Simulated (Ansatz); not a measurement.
HCl on the (100) surface of Ag, space group Fm-3m (No. 225) (top face towards +c; held atoms: 1, 2, 3, 4, 5, 6, 7, 8), one molecule per 34.4 Å². Starting structure (upright, lowest atom H over a hollow over Ag site; the molecule's atoms stand last):

```yaml
crystal:
  lattice:
    - [5.86501, 0.00000, 0.00000]
    - [0.00000, 5.86501, 0.00000]
    - [0.00000, 0.00000, 25.50359]
  atoms:
    - { symbol: Ag, position: [0.25000, 0.25000, 0.31368] }
    - { symbol: Ag, position: [0.25000, 0.75000, 0.31368] }
    - { symbol: Ag, position: [0.75000, 0.25000, 0.31368] }
    - { symbol: Ag, position: [0.75000, 0.75000, 0.31368] }
    - { symbol: Ag, position: [0.50000, 0.50000, 0.39499] }
    - { symbol: Ag, position: [0.50000, 0.00000, 0.39499] }
    - { symbol: Ag, position: [0.00000, 0.50000, 0.39499] }
    - { symbol: Ag, position: [0.00000, 0.00000, 0.39499] }
    - { symbol: Ag, position: [0.75000, 0.75000, 0.47595] }
    - { symbol: Ag, position: [0.75000, 0.25000, 0.47595] }
    - { symbol: Ag, position: [0.25000, 0.75000, 0.47595] }
    - { symbol: Ag, position: [0.25000, 0.25000, 0.47595] }
    - { symbol: Ag, position: [0.00000, 0.00000, 0.55524] }
    - { symbol: Ag, position: [0.00000, 0.50000, 0.55524] }
    - { symbol: Ag, position: [0.50000, 0.00000, 0.55524] }
    - { symbol: Ag, position: [0.50000, 0.50000, 0.55524] }
    - { symbol: Cl, position: [0.75000, 0.75000, 0.66985] }
    - { symbol: H, position: [0.75000, 0.75000, 0.61955] }
```

Computed with DFT PBE, scalar-relativistic, plane waves, PAW (Ansatz 0.2.0). Plane waves to 420 eV, a k mesh through Γ of 3×3×1 on the computed 18-atom cell and Gaussian smearing (0.10 eV); no spin polarisation. The cell repeats along c with a dipole correction in the vacuum.

E_ads is per molecule, from the clean relaxed slab and the free relaxed molecule; negative means bound; no zero-point or thermal terms, forces under 0.04 eV/Å, and the free molecule is spin-polarised where open-shell. Heights count from the highest slab atom.

(1) What does it relax to?

Each end is the local minimum that its start leads to. This functional has no dispersion correction, so weak binding is underestimated.

Results:

(1) E_ads = -0.07 eV; the molecule stays whole. Final structure after 8 steps:

```
CELL_PARAMETERS angstrom
5.86501 0.00000 0.00000
0.00000 5.86501 0.00000
0.00000 0.00000 25.50359
ATOMIC_POSITIONS crystal
Ag 0.25000 0.25000 0.31368
Ag 0.25000 0.75000 0.31368
Ag 0.75000 0.25000 0.31368
Ag 0.75000 0.75000 0.31368
Ag 0.50000 0.50000 0.39499
Ag 0.50000 0.00000 0.39499
Ag 0.00000 0.50000 0.39499
Ag 0.00000 0.00000 0.39499
Ag 0.75000 0.75000 0.47615
Ag 0.75000 0.25000 0.47576
Ag 0.25000 0.75000 0.47576
Ag 0.25000 0.25000 0.47654
Ag 0.99949 0.99949 0.55531
Ag 0.99949 0.50051 0.55531
Ag 0.50051 0.99949 0.55531
Ag 0.50051 0.50051 0.55531
Cl 0.75000 0.75000 0.68842
H 0.75000 0.75000 0.63713
```